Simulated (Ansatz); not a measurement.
Computed with DFT PBE, scalar-relativistic, plane waves, PAW in Ansatz 0.2.0. All cells share a 420 eV cutoff and Γ-centred k meshes spaced at most about 0.3 Å⁻¹ (about 0.25 or finer for metals, 2π included). No spin polarisation.

These are static total energies at zero pressure.

Two relaxed structures of ZrB₂:

1.

```cif
data_structure
_symmetry_space_group_name_H-M 'Pmmn:1'
_symmetry_Int_Tables_number 59
_cell_length_a 3.0728
_cell_length_b 5.0558
_cell_length_c 4.6161
_cell_angle_alpha 90.000
_cell_angle_beta 90.000
_cell_angle_gamma 90.000
_cell_volume 71.71
loop_
_atom_site_label
_atom_site_type_symbol
_atom_site_symmetry_multiplicity
_atom_site_Wyckoff_symbol
_atom_site_fract_x
_atom_site_fract_y
_atom_site_fract_z
_atom_site_occupancy
Zr1 Zr 2 a 0.00000 0.00000 0.88519 1
B1 B 4 e 0.00000 0.81683 0.40749 1
```

2.

```cif
data_structure
_symmetry_space_group_name_H-M 'R-3m:H'
_symmetry_Int_Tables_number 166
_cell_length_a 3.1262
_cell_length_b 3.1262
_cell_length_c 12.7284
_cell_angle_alpha 90.000
_cell_angle_beta 90.000
_cell_angle_gamma 120.000
_cell_volume 107.73
loop_
_atom_site_label
_atom_site_type_symbol
_atom_site_symmetry_multiplicity
_atom_site_Wyckoff_symbol
_atom_site_fract_x
_atom_site_fract_y
_atom_site_fract_z
_atom_site_occupancy
Zr1 Zr 3 a 0.00000 0.00000 0.00000 1
B1 B 6 c 0.66667 0.33333 0.14728 1
```

Question: Which is lower in energy, and by how much?

Answer: Cell 2 is lower, by 24 meV/atom. Cell 1 has space group Pmmn (No. 59), 12.0 Å³/atom and no gap on its mesh; cell 2 has space group R-3m (No. 166), 12.0 Å³/atom and no gap. Counting B atoms around Zr (those within 1.25 times the shortest such distance or 1.15 times the sum of covalent radii; a plus sign parts nearer from farther groups), cell 1 has Zr 8 and cell 2 has Zr 2+6. Cell 1 and cell 2 both hold B–B nets. Both come from invented guesses. The lowest form computed isn't among them: it has the AlB2 type, space group P6/mmm (No. 191), 10.3 Å³/atom, is reached from a cell as deposited in COD and lies 0.90 eV/atom below the best shown.

For metals, differences of a few meV/atom aren't resolved. Cells relaxed within their symmetry can be saddle points. Some types were kept out of the candidates beforehand, so the set may lack a known form.

The small gap of 24 meV/atom separates two variants of the same bonding scheme: both cells contain puckered honeycomb boron sheets, chair-like in the rhombohedral cell, as in ReB₂, and boat-like in the orthorhombic one, as in OsB₂. The preference for the chair form probably reflects a balance between B–B strain and Zr–B contacts, which total energies alone can't separate.

The much larger gap of 0.90 eV/atom to the AlB₂ type fits the known structure of ZrB₂ and has a clear electronic reason. Zirconium formally donates enough electrons to make boron isoelectronic with carbon, which favours flat, graphite-like sheets with filled σ and π bonding states, further stabilised by Zr d–B p mixing. Puckering weakens the π system and suits later, electron-richer metals such as Re and Os. Flat sheets also let Zr sit between boron hexagons on both sides, giving it more boron neighbours and denser packing. Since both puckered cells are bulkier, moderate compression should disfavour them further. The ordering of the two therefore bears on competing high-energy motifs, not on the ground state.
